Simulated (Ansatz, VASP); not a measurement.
MgO: VASP beside Ansatz

```
Mg O
1.0
     2.72742    0.00000    0.00000
    -1.36371    2.36201    0.00000
     0.00000    0.00000    2.48759
Mg O
1 1
Direct
  0.00000 0.00000 0.00000
  0.33333 0.66667 0.50000
```

Change from the starting cell: volume scaled by 0.8.

Alike in both runs: task single point; functional LDA; k mesh 10 × 10 × 10; occupations gaussian, width 0.01 eV; no spin polarisation.

|  | VASP | Ansatz |
| --- | --- | --- |
| version | VASP 6.6.1 | Ansatz 0.2.0 |
| potentials or method | VASP PAW LDA potentials, release 64 (Mg, O), cutoff 520 eV | all-electron LAPW, scalar-relativistic |

|  | VASP | Ansatz | Ansatz less VASP |
| --- | --- | --- | --- |
| gap on the k mesh at the Fermi level (eV) | 4.83 | 4.83 | -0.004 |
| least direct gap on the mesh (eV) | 5.27 | 5.26 | -0.007 |
| pressure (GPa) | 32.5 | 34.6 | +2.10 |
| largest component of the traceless stress (GPa) | 6.36 | 6.65 | +0.297 |

Ansatz ran all-electron here, so the differences hold the error of VASP's frozen core and of both bases.

Caveats: so large a pressure means that the cell lies far from this level's equilibrium, or that cutoff or potentials fall short. A k mesh can miss the band edges.
